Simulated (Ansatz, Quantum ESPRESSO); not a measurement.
## One calculation of NiO2, 4 ways

```xyz
3
Lattice="2.7988 0.0000 0.0000 -1.3994 2.4238 0.0000 0.0000 0.0000 4.6183" Properties=species:S:1:pos:R:3 pbc="T T T"
Ni    0.0000    0.0000    2.3091
O     0.0000    1.6159    1.3576
O     1.3994    0.8079    3.2607
```

The cell comes from a database or a generator and needn't be the stable form of this composition.

Alike in all runs: task band structure; functional PBEsol; k mesh 11 × 11 × 6; occupations fermi-dirac, width 0.05 eV; collinear spin, ferromagnetic start; no spin-orbit coupling. Pressure is positive in compression and, in plane waves, holds the error of the finite cutoff, which Ansatz's Pulay term estimates and takes out. Gaps are the smaller of the mesh's and the band path's.

```tsv
program and potentials	plane-wave cutoff (eV)	notes	band gap (eV)	pressure (GPa)	net moment per atom (μB)	largest force (eV/Å)
Ansatz, Ansatz PAW	420	potentials made for PBE, which Ansatz adapts in part; Pulay term of +0.94 GPa included	0.89	-4.59	0.00	0.475
Quantum ESPRESSO, GBRV 1.5 PBEsol	612	-	0.92	-4.14	0.00	0.414
Quantum ESPRESSO, PseudoDojo 0.4.1 SR PBEsol standard	1333	-	0.81	-4.83	0.00	0.506
Quantum ESPRESSO, PseudoDojo 0.4 SR PBEsol stringent	1415	-	?	?	?	?
```

Problem. Estimate from the other rows what the run with Quantum ESPRESSO, PseudoDojo 0.4 SR PBEsol stringent gave.

Solution. Band gap 0.81 eV; pressure -4.73 GPa; net moment per atom 0.00 μB; largest force 0.499 eV/Å. The other rows, which needn't bracket it: band gap 0.81 to 0.92; pressure -4.83 to -4.14; net moment per atom 0.00; largest force 0.414 to 0.506.
